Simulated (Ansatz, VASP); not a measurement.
# Ge31H4 (vacancy with four H in Ge) in two plane-wave programs, part 2 of 2

One calculation is typed for both programs; each brings its own data sets. How far apart do they land? Of the first pair: The structure shown is the start of the Ansatz relaxation below; VASP solves that cell, so the two are compared at the walk's first step.

VASP 6.6.1 and Ansatz 0.2.0.

So far. Step 3 (VASP: single point, PBE, start cell, pair 1): The run ends at a pressure of 0.04 GPa, with forces up to 0.83 eV/Å.

## Step 6: VASP: single point, PBE, relaxed cell, pair 2

Level of this step: PBE; plane waves and PAW (Ge_d, H) (VASP).

The same cell, functional, mesh and smearing now go to VASP, with its own data sets.

INCAR reads:

```
SYSTEM = Ge31H4
PREC = Accurate
ENCUT = 410
EDIFF = 1E-06
NELM = 120
ISMEAR = -1
SIGMA = 0.01
LREAL = Auto
ALGO = Normal
GGA = PE
NBANDS = 256
LORBIT = 11
LWAVE = .FALSE.
LCHARG = .FALSE.
ISIF = 2
ISYM = 2
LASPH = .TRUE.
GGA_COMPAT = .FALSE.
EFERMI = MIDGAP
KPAR = 2
```

POSCAR reads:

```
Ge31H4
1.0
   -5.7552129500      5.7552129500      5.7552129500
    5.7552129500     -5.7552129500      5.7552129500
    5.7552129500      5.7552129500     -5.7552129500
Ge H
31 4
Direct
    0.0000000000      0.0000000000      0.5000000000
    0.9953403120      0.2477355177      0.2477355177
    0.0000000000      0.5000000000      0.0000000000
    0.0046596880      0.7523952058      0.7523952058
    0.2477355177      0.9953403120      0.2477355177
    0.2477355177      0.2477355177      0.9953403120
    0.2476047942      0.5000000000      0.7522644823
    0.2476047942      0.7522644823      0.5000000000
    0.5000000000      0.0000000000      0.0000000000
    0.5000000000      0.2476047942      0.7522644823
    0.5000000000      0.7522644823      0.2476047942
    0.7523952058      0.0046596880      0.7523952058
    0.7522644823      0.2476047942      0.5000000000
    0.7522644823      0.5000000000      0.2476047942
    0.7523952058      0.7523952058      0.0046596880
    0.0009187433      0.0009187433      0.2523876207
    0.0009187433      0.2523876207      0.0009187433
    0.9990812567      0.5000000000      0.7514688774
    0.9990812567      0.7514688774      0.5000000000
    0.2523876207      0.0009187433      0.0009187433
    0.2485311226      0.2485311226      0.7476123793
    0.2313064529      0.5000000000      0.5000000000
    0.2485311226      0.7476123793      0.2485311226
    0.5000000000      0.9990812567      0.7514688774
    0.5000000000      0.2313064529      0.5000000000
    0.5000000000      0.5000000000      0.2313064529
    0.5000000000      0.7514688774      0.9990812567
    0.7514688774      0.9990812567      0.5000000000
    0.7476123793      0.2485311226      0.2485311226
    0.7514688774      0.5000000000      0.9990812567
    0.7686935471      0.7686935471      0.7686935471
    0.3863358157      0.5000000000      0.5000000000
    0.5000000000      0.3863358157      0.5000000000
    0.5000000000      0.5000000000      0.3863358157
    0.6136641843      0.6136641843      0.6136641843
```

KPOINTS reads:

```
Points of the shifted mesh
8
Reciprocal
 0.2500000000  0.2500000000  0.2500000000 1
 0.2500000000  0.2500000000  0.7500000000 1
 0.2500000000  0.7500000000  0.2500000000 1
 0.2500000000  0.7500000000  0.7500000000 1
 0.7500000000  0.2500000000  0.2500000000 1
 0.7500000000  0.2500000000  0.7500000000 1
 0.7500000000  0.7500000000  0.2500000000 1
 0.7500000000  0.7500000000  0.7500000000 1
```

Potentials, in the order of the species: Ge_d and H (PBE family, release 64).

Launch:

```sh
> mpirun -np 4 vasp_std
```

Numbers of over 12 decimals in the logs are rounded to 6 here.

Output:

```text
[... set-up lines as in an earlier step ...]
 entering main loop
       N       E                     dE             d eps       ncg     rms          rms(c)
DAV:   1     0.690608154199E+04    0.69061E+04   -0.15235E+05  4344   0.412E+03
DAV:   2     0.142450942146E+04   -0.54816E+04   -0.53279E+04  4096   0.986E+02
DAV:   4    -0.141954285984E+03   -0.20196E+03   -0.19450E+03  4640   0.109E+02
DAV:   5    -0.153830154172E+03   -0.11876E+02   -0.11707E+02  4592   0.272E+01    0.140E+01
[...]
DAV:  15    -0.152112292994E+03   -0.61122E-05   -0.26070E-05  4784   0.434E-02    0.280E-03
DAV:  16    -0.152112295840E+03   -0.28460E-05   -0.23702E-05  3944   0.347E-02    0.194E-03
DAV:  17    -0.152112296399E+03   -0.55911E-06   -0.34721E-06  3384   0.194E-02
   1 F= -.15211230E+03 E0= -.15211230E+03  d E =0.000000E+00
```

From OUTCAR (step 6):

```text
  Total        2.9177186      2.9177186      2.9177186      0.0000000      0.0000000      0.0000000
  in kB        6.1306963      6.1306963      6.1306963      0.0000000      0.0000000      0.0000000
  external PRESSURE =       6.1306963 kB  Pullay stress =       0.0000000 kB

 POSITION                                       TOTAL-FORCE (eV/Angst)
 -----------------------------------------------------------------------------------
      2.87761      2.87761     -2.87761        -0.000000      0.000000      0.000000
     -2.87685      5.72840      5.72840         0.000677     -0.004649     -0.004649
      2.87761     -2.87761      2.87761        -0.000000      0.000000      0.000000
      8.63357      0.02682      0.02682         0.000677      0.004649      0.004649
      5.72840     -2.87685      5.72840        -0.004649      0.000677     -0.004649
      5.72840      5.72840     -2.87685        -0.004649     -0.004649      0.000677
      5.78203      2.87685     -0.02682         0.004649     -0.000677     -0.004649
      5.78203     -0.02682      2.87685         0.004649     -0.004649     -0.000677
     -2.87761      2.87761      2.87761        -0.000000      0.000000      0.000000
      2.87685      5.78203     -0.02682        -0.000677      0.004649     -0.004649
      2.87685     -0.02682      5.78203        -0.000677     -0.004649      0.004649
      0.02682      8.63357      0.02682         0.004649      0.000677      0.004649
     -0.02682      5.78203      2.87685        -0.004649      0.004649     -0.000677
     -0.02682      2.87685      5.78203        -0.004649     -0.000677      0.004649
[...]
-----------------------------------------------------------------------------------
    total drift:                                0.000002      0.000002      0.000003

  FREE ENERGIE OF THE ION-ELECTRON SYSTEM (eV)
  ---------------------------------------------------
  free  energy   TOTEN  =      -152.1122963992 eV

  energy  without entropy=     -152.1122963992  energy(sigma->0) =     -152.11229640

[... 1 part as in an earlier step ...]

[... 2 further parts left out ...]
[key lines of the parts left out:]
E-fermi :   4.1525
```

The run ends at a pressure of 0.61 GPa, with forces up to 0.024 eV/Å.

## Step 7: Side by side

The two programs side by side:

```csv
quantity,Ansatz,VASP,difference
gap on the k mesh (eV),1.407,1.411,-0.003
```

At this near-relaxed geometry the largest component of a force difference is 13 meV/Å. A gap on the mesh is an upper bound, since the band edges may lie between its points.

## Step 8: Outcome

| Item | Value |
| --- | --- |
| r.m.s. force difference (single point, PBE, start cell, pair 1) | 3.2 % of the r.m.s. force |
| difference in gap on the k mesh (single point, PBE, relaxed cell, pair 2) | -0.0032 eV |

In words: The r.m.s. force difference is 3.2 % of the r.m.s. force (single point, PBE, start cell, pair 1), beyond the 3 % picked in this series as the mark of a large difference. How closely two codes agree says nothing of how well the functional describes the real material.

[Lines on the potential files, build, host, timing and source positions are cut from VASP's logs without a mark.]

[Logs are printed without paths, hosts, clocks, repeated set-up lines and the standing remarks that a program may print on its own settings, such as how far it seeks lower states.]

[Hosts, paths, dates, database ids (printed as entryN), source tags and the programs' standing remarks are cut or masked in the printed files.]
